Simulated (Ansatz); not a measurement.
# Al2Ru: how the energy converges with the cutoff

Al2Ru, P1, a = 4.813 Å, b = 4.757 Å, c = 4.767 Å, α, β, γ = 141.9°, 141.9°, 55.2°. Ansatz: r2SCAN, PAW, cutoff varied, Γ-centred 10×10×12 mesh on 3 atoms, Gaussian smearing 0.10 eV; no spin polarisation. Single points at one geometry with displaced atoms, the cutoff alone changed; ΔE is the energy at zero smearing over the run at 600 eV. The runs up to 350 eV lie under the cutoff recommended for these PAW datasets.

| cutoff (eV) | ΔE (meV/atom) |
| --- | --- |
| 200 | ? |
| 250 | 590.63 |
| 300 | 85.76 |
| 350 | 11.18 |
| 500 | 0.71 |

Task: Assume ΔE falls exponentially with the cutoff, fit y = ln ΔE against x, the cutoff in eV, to the other rows, and predict the missing value.

Result: y = 6.381, 4.452, 2.414, -0.342. Means x = 350.0, y = 3.2262; Σ(Δx)² = 35000, ΣΔxΔy = -912.0; the slope is their ratio. y = 12.35 − 0.02606 x, a factor of ten per 88 eV. At 200 eV this gives ΔE = 1258.91 meV/atom. The run gave 3230.90, a ratio of 0.39. Between neighbouring rows the decay runs from a factor of ten per 57 eV to one per 125 eV, so one exponential is only a rough guide. The fast fall gives way to a slow tail, so a fit to low cutoffs promises convergence too early. The reference at 600 eV isn't the complete basis: by the fit it lies 0.04 meV/atom above it, and every ΔE is lowered by that much, or by more if the decay slows beyond the rows, as it often does.